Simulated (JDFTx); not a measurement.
Runs of JDFTx 1.7.0 (patched build) on ZrC. Symmetry: Fm-3m, No. 225, cubic system. Conventional cell: a = 4.730 Å, b = 4.730 Å, c = 4.730 Å, α = 90.00°, β = 90.00°, γ = 90.00°. Zr (site symmetry m-3m) is surrounded by 6 C at 2.37 Å. C (site symmetry m-3m) has 6 Zr at 2.37 Å as nearest neighbours. 

| task | level | cell | density cutoff over wavefunction cutoff | SCF threshold on the energy | further solve for the empty bands | gap on the mesh (eV) | pressure (GPa) | V0 of scaled cells (Å³/atom) | B0 (GPa) |
| --- | --- | --- | --- | --- | --- | --- | --- | --- | --- |
| equation of state | RPBE | as given | 8 | 1e-09 Ha | - | - | - | (a) | (b) |
| single point | PBE | as given | 4 | 1e-08 Ha | yes | none | -2.8 | - | - |
| equation of state | PBE | as given | 4 | 1e-08 Ha | - | - | - | 13.06 | 222 |
| relaxation of cell and atoms | PBE+D2 | relaxed | 8 | 1e-09 Ha | no | none | 0.0 | - | - |

Alike in all rows: potentials or basis PseudoDojo-SR-PBE-0.5-standard; no spin polarisation; k mesh 10 × 10 × 10; cutoff (eV) 1116; smearing fermi-dirac 0.05 eV.

**Question.** Estimate the missing entries.

**Answer.** (a) 13.22; (b) 213.

Caveats: the potentials were made for another functional, which shifts forces and pressure (some runs); pairwise dispersion overbinds metals, which lowers pressure and volume (some runs).

A k mesh can miss the band edges, and the runs leave out spin-orbit coupling on Zr.

A gap of «none» marks a metal or a gap under the smearing width.

Not every run made on this cell is shown here.
